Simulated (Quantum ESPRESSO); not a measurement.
**Ba in Quantum ESPRESSO: the effect of dispersion**

The system is Ba.

```
Ba
1.0
     3.59177   -2.51690    0.00000
     3.59177    2.51690    0.00000
     0.00000    0.00000    7.19005
Ba
2
Direct
  0.25323 0.74677 0.75000
  0.74677 0.25323 0.25000
```

Alike in all runs:

```yaml
Program: Quantum ESPRESSO 7.5
Task: phonons
Potentials_or_basis: SPMS 1.0 PBE
Cutoff: 544 eV
Density_cutoff: 2177 eV
k_mesh: 5 × 5 × 3
Occupations: cold, width 0.2 eV
Spin: no spin polarisation
```

Each run relaxes the cell or the atoms first.

Problem. One run gave: relaxed volume 63.07 Å³/atom; highest phonon frequency 75 cm⁻¹. Which dispersion did it use?
A. D3(BJ) two-body
B. rVV10
C. rev-vdW-DF2
D. none

Solution. D.

```csv
dispersion,functional,relaxed volume (Å³/atom),highest phonon frequency (cm⁻¹)
none,PBE,63.07,75
D3(BJ) two-body,PBE,59.54,81
rVV10,rPW86PBE,60.09,82
rev-vdW-DF2,rev-vdW-DF2,59.17,79
```

Caveats: the mesh is thin for the phonons of a metal; the cell relaxed to another space group than the one typed; pairwise dispersion overbinds metals, which lowers pressure and volume (some runs); the potentials were made for another functional, which shifts forces and pressure (some runs).
